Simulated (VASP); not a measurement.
# TiAl₃: convergence, self-consistent run

TiAl₃, Pm-3m (no. 221), 4 atoms in the cell. LAK; PAW potentials Ti_sv, Al (PBE set). VASP 6.6.1.

Wanted: energy within 0.2 meV/atom; Fermi level within 0.005 eV.

What the run is for: comparing ways to start; Accuracy asked: tight.

POSCAR:
```
TiAl3
1.0
    3.9556712500      0.0000000000      0.0000000000
    0.0000000000      3.9556712500      0.0000000000
    0.0000000000      0.0000000000      3.9556712500
Ti Al
1 3
Direct
    0.0000000000      0.0000000000      0.0000000000
    0.0000000000      0.5000000000      0.5000000000
    0.5000000000      0.0000000000      0.5000000000
    0.5000000000      0.5000000000      0.0000000000
```

## How the run starts (with a second run first, the time holds both)

| How the run starts (with a second run first, the time holds both) | Energy less reference (meV/atom) | Fermi level (eV) | Time (s) |
|---|---|---|---|
| from scratch: 19 SCF iterations | 0.00 | 9.2847 | 100 |
| PBE orbitals (WAVECAR): 13 + 13 SCF iterations | -0.01 | 9.2850 | 93 |
| PBE density (CHGCAR): 13 + 18 SCF iterations | -0.01 | 9.2853 | 111 |
| loose PBE orbitals: 12 + 13 SCF iterations | -0.01 | 9.2850 | 90 |

Chosen: from scratch: 19 SCF iterations; no other choice that stays within the tolerance saves 30 % of the time.

The chosen settings are those of the reference run.

## The input

INCAR:
```
ALGO = Normal ; EDIFF = 1E-6
ENCUT = 440 ; GGA_COMPAT = False
ISIF = 2 ; ISMEAR = 1
LASPH = True ; LCHARG = False
LMIXTAU = True ; LREAL = False
LWAVE = False ; METAGGA = LAK
NELM = 120 ; PREC = Accurate
SIGMA = 0.1
```

KPOINTS:
```
k-points
0
Gamma
  8 8 8
```

Commands:
```
cat potpaw_PBE.64/Ti_sv/POTCAR potpaw_PBE.64/Al/POTCAR > POTCAR
mpirun -np 1 vasp_std > vasp.out
```

The chosen input took VASP 6.6.1 100 s on 1 core (Intel Xeon Platinum 8259CL @ 2.50GHz (Skylake/Cascade Lake)), a shared host.
